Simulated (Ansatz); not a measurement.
**AlAs**

```
CELL_PARAMETERS angstrom
0.00000 2.83040 2.83040
2.83040 0.00000 2.83040
2.83040 2.83040 0.00000
ATOMIC_POSITIONS crystal
Al 0.00000 0.00000 0.00000
As 0.75000 0.75000 0.75000
```

Atoms are numbered in the order listed.

The cell is COD entry 1540257, as deposited and not checked against the literature; nothing was relaxed.

Methods: DFT, PBE, all-electron LAPW, scalar-relativistic (Ansatz 0.2.0); DFT, PBE, PAW with Ansatz's default frozen-core files, scalar-relativistic (Ansatz 0.2.0).

For LAPW: a Γ-centred 10×10×10 k mesh, Fermi–Dirac smearing of 0.05 eV, basis error target 0.5 meV/atom, no spin polarisation. PAW takes a cutoff of 420 eV at this cell. The Ansatz runs share mesh, smearing and spin set-up. Values come from LAPW unless marked.

```json
{
 "Pressure at this cell": "2.57 GPa",
 "Smallest direct gap on the path": "2.05 eV",
 "Volume per atom": "22.67 Å³"
}
```

(1) Predict this quantity. Bader charges (from the PAW run).

(2) Give the computed value. Löwdin charges (with 0.05 e of the cell spilling out of the atomic basis, so their sizes and signs hang on that basis).

(3) Predict this quantity. Band gap.

Results:

(1) Al1 +1.98, As2 -1.98 e.

(2) Al1 0.31, As2 -0.26 e.

(3) 1.44 eV, indirect from Γ to X (-0.5, -0.5, 0).
